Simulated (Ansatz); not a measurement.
# Compressing SiO2: a fit and a missing row

SiO2, I4/mmm, a = 8.911 Å, c = 5.215 Å. This isn't the usual stable structure of the compound. Ansatz: LDA, PAW, 420 eV, Γ-centred 6×6×6 mesh on 12 atoms, Gaussian smearing 0.02 eV; no spin polarisation. Shape and atoms are relaxed at each volume; pressure is positive in compression.

| V (Å³/atom) | P (GPa) |
| --- | --- |
| 15.182 | ? |
| 15.699 | 14.44 |
| 16.217 | 9.15 |
| 16.734 | 4.32 |
| 17.252 | 0.00 |
| 17.770 | -3.83 |
| 18.287 | -7.18 |
| 18.977 | -11.02 |

Task: Take V0 = 17.252 Å³/atom, fit the third-order Birch–Murnaghan form to the other rows, and predict the missing pressure.

Result: With the Eulerian strain f = ½[(V0/V)^(2/3) − 1] and y = P/[3f(1 + 2f)^(5/2)], the form is the line y = B0 + 1.5 B0 (B0′ − 4) f. Rows (f, y): 0.03245, 126.8; 0.02105, 130.7; 0.01027, 133.3; -0.00976, 137.4; -0.01905, 138.4; -0.03078, 139.9. Means f = 0.0006967, y = 134.42; Σ(Δf)² = 0.003004, ΣΔfΔy = -0.6106; the slope is their ratio. y = 134.6 − 203.3 f GPa, so B0 = 134.6 GPa and B0′ = 4 + 2 × (-203.3)/(3 × 134.6) = 2.99. At V = 15.182, f = 0.04447, y = 125.56 and P = 20.73 GPa. The run gave 19.94 GPa, so the fit is 0.79 GPa too high, 2.6 % of the span of the series, against an rms of 0.07 GPa on the fitted rows. The row lies outside the fitted range. The points of y bend away from a line: a fourth-order term fitted to them gives P = 20.24 GPa at this row's volume (the line 20.73, the run 19.94).